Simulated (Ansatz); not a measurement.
## A series in volume scale on C

All results are calculated (Ansatz 0.2.0). Plane-wave DFT, scalar-relativistic PAW made under PBE with cores redone for the functional, no dispersion; the given relaxed cell is scaled uniformly, energy at zero smearing counts from the unscaled cell, pressure at the given Fermi-Dirac smearing is positive in compression.

The cell before it is scaled or strained (space group Fm-3m, No. 225):
```
C
1.0
      0.0000     1.5495     1.5495
      1.5495     0.0000     1.5495
      1.5495     1.5495     0.0000
C
1
Direct
  0.00000 0.00000 0.00000
```

Settings of every row: spin polarised no; functional revPBE; wave cutoff 420 eV; smearing width 0.1 eV; k mesh 20x20x20.

Atom starting moment: 0 on all atoms.

Limits: the cell comes from a prototype or a list of computed structures and needn't be the stable phase.

| row | volume scale | V (Å³/atom) | pressure (GPa) | energy change per atom (meV) |
| --- | --- | --- | --- | --- |
| 1 | 0.88 | 6.548 | 23.39 | 58.86 |
| 2 | 0.92 | 6.845 | 14.09 | 24.2 |
| 3 | 0.96 | 7.143 | 6.32 | 5.46 |
| 4 | 1.04 | 7.738 | ? | ? |
| 5 | 1.08 | 8.036 | -9.74 | 20.11 |
| 6 | 1.12 | 8.333 | -13.21 | 41.77 |

Question: what pressure and energy change per atom should row 4 give?

Worked fit of pressure. Take u = (V_r/V)^(2/3) − 1 with V_r = 7.143 Å³ an atom, which is twice the finite (Eulerian) strain; such expansions in the strain, on which the Birch-Murnaghan equation of state is built, carry the rest volume and the bulk modulus. The shown rows have u = 0.0597, 0.02882, 0, -0.07553, -0.09763. Least squares give pressure = 6.316 + 253.53 × u + 546.5 × u² GPa; a straight line predicts inner rows, each left out in turn, worse (root mean square 1.4 against 0.028 GPa). The rows lie off it by -0.01, 0.01, 0.00, -0.02, 0.02. The pressure vanishes at u = -0.0264, or V = 7.436 Å³ an atom, and there the bulk modulus at fixed shape and fractions is B = −V dP/dV = (2/3)(1 + u) dP/du = 146 GPa. The withheld row has u = -0.05194, so the fit gives 6.316 + 253.53 × (-0.05194) + 546.5 × (-0.05194)² = -5.38 GPa.

The calculation gave -5.44 GPa. The fit lies 0.06 GPa (1.1 % of the value, 0.16 % of the column's range) above it; its largest miss of a shown row is 0.02 GPa.

Worked fit of energy change per atom. Take u = (V_r/V)^(2/3) − 1 with V_r = 7.143 Å³ an atom, which is twice the finite (Eulerian) strain; such expansions in the strain, on which the Birch-Murnaghan equation of state is built, carry the rest volume and the bulk modulus. The shown rows have u = 0.0597, 0.02882, 0, -0.07553, -0.09763. Least squares give energy change per atom = 5.507 + 414.03 × u + 8043.9 × u² meV; a straight line predicts inner rows, each left out in turn, worse (root mean square 21 against 0.1 meV). The rows lie off it by -0.03, 0.08, -0.05, -0.01, 0.01 (root mean square 0.045 meV). Its lowest point lies at u = -0.0257, or V = 7.428 Å³ an atom, and the curvature there gives the bulk modulus at fixed shape and fractions, B = (4/9)(1 + u)² E″(u)/V = 146 GPa. The withheld row has u = -0.05194, so the fit gives 5.507 + 414.03 × (-0.05194) + 8043.9 × (-0.05194)² = 5.70 meV.

The calculation gave 5.58 meV. The fit lies 0.12 meV (2.2 % of the value, 0.22 % of the column's range) above it; its largest miss of a shown row is 0.08 meV.
